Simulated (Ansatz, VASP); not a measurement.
**I in VASP and in Ansatz**

Contents of INCAR:

```
SYSTEM = I
PREC = Accurate ; ENCUT = 520
EDIFF = 1E-7 ; ISMEAR = 0
SIGMA = 0.15 ; LREAL = .False.
LASPH = .True. ; NELM = 100
ALGO = Normal ; ISIF = 2
LWAVE = .False. ; LCHARG = .True.
GGA = CA ; LELF = .True.
LVHAR = .True. ; NBANDS = 10
```

The input KPOINTS:

```
regular mesh
0
Gamma
  22 22 22
  0 0 0
```

POSCAR

```
I
1.0
   -1.5220843711      1.5220843711      4.8160055811
    1.5220843711     -1.5220843711      4.8160055811
    1.5220843711      1.5220843711     -4.8160055811
I
1
Direct
    0.0000000000      0.0000000000      0.0000000000
```

Input for Ansatz:

```yaml
crystal:
  lattice:
    - [-1.5220843711, 1.5220843711, 4.8160055811]
    - [1.5220843711, -1.5220843711, 4.8160055811]
    - [1.5220843711, 1.5220843711, -4.8160055811]
  atoms:
    - { symbol: I, position: [0.0, 0.0, 0.0] }
basis:
  ecutwfc: 420
kpoints:
  mp_grid: { grid: [22, 22, 22] }
hamiltonian:
  xc: lda
scf:
  occupations: { method: gaussian, width: 0.15 }
output:
  forces: true
  stress: true
  eigenvalues: true
```

Alike in both runs: task single point; functional LDA; k mesh 22 × 22 × 22; occupations gaussian, width 0.15 eV; no spin polarisation.

```csv
,VASP,Ansatz
version,VASP 6.6.1,Ansatz 0.2.0
potentials or method,"VASP PAW LDA potentials, release 64 (I)","scalar-relativistic, plane waves, PAW"
plane-wave cutoff (eV),520,420
valence electrons in the cell,7,17
```

Ansatz gave:

| Property | Result |
| --- | --- |
| gap on the k mesh at the Fermi level (eV) | none |
| pressure (GPa) | 3.1 |
| largest component of the traceless stress (GPa) | 3.94 |

Q: Which values does VASP return?

A: gap on the k mesh at the Fermi level (eV): none; pressure (GPa): 3.1; largest component of the traceless stress (GPa): 3.96.

A gap of «none» marks a metal or a gap that the smearing closes. The two sets of potentials don't hold the same shells in valence.

Caveats: an odd number of electrons without spin polarisation forces a metal; a magnetic or distorted state may lie lower. The runs have no spin-orbit coupling, so splittings on I are missing.
